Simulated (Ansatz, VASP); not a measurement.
# Sn: VASP beside Ansatz

INCAR

```
PREC = Accurate
ENCUT = 520
EDIFF = 1E-6
ISMEAR = -1
SIGMA = 0.08
LREAL = F
LASPH = T
NELM = 60
ALGO = Normal
ISIF = 2
LWAVE = F
LCHARG = T
GGA = PE
LELF = T
LVHAR = T
NBANDS = 13
```

File KPOINTS:

```
Automatic mesh
0
Gamma
  12 12 12
```

POSCAR

```
Sn
1.0
    2.4849329818      0.0000000000      0.0000000000
    0.0000000000      2.4849329818      0.0000000000
    0.0000000000      0.0000000000      2.4849329818
Sn
1
Direct
    0.0000000000      0.0000000000      0.0000000000
```

Input for Ansatz:

```yaml
crystal:
  lattice:
    - [2.4849329818, 0.0, 0.0]
    - [0.0, 2.4849329818, 0.0]
    - [0.0, 0.0, 2.4849329818]
  atoms:
    - { symbol: Sn, position: [0.0, 0.0, 0.0] }
kpoints:
  mp_grid: { grid: [12, 12, 12] }
scf:
  occupations: { method: fermi_dirac, width: 0.08 }
hamiltonian:
  xc: pbe
  pseudopotentials: { kind: all_electron, lapw: { basis_error: 0.001 } }
output:
  forces: true
  stress: true
  eigenvalues: true
  populations: true
```

Change from the starting cell: volume scaled by 0.52, LAPW.

Alike in both runs: task single point; functional PBE; k mesh 12 × 12 × 12; occupations fermi-dirac, width 0.08 eV; no spin polarisation.

|  | VASP | Ansatz |
| --- | --- | --- |
| version | VASP 6.6.1 | Ansatz 0.2.0 |
| potentials or method | VASP PAW PBE potentials, release 64 (Sn_d) | all-electron LAPW, scalar-relativistic |
| plane-wave cutoff (eV) | 520 | see its input |

Ansatz gave:

| Property | Result |
| --- | --- |
| pressure (GPa) | 146.1 |

What did VASP give for the same quantities?

Pressure (GPa): 146.4.

Ansatz ran all-electron here, so the differences hold the error of VASP's frozen core and of both bases.

Caveats: the cell as given lies far from equilibrium; so large a pressure means that the cell lies far from this level's equilibrium, or that cutoff or potentials fall short (VASP).
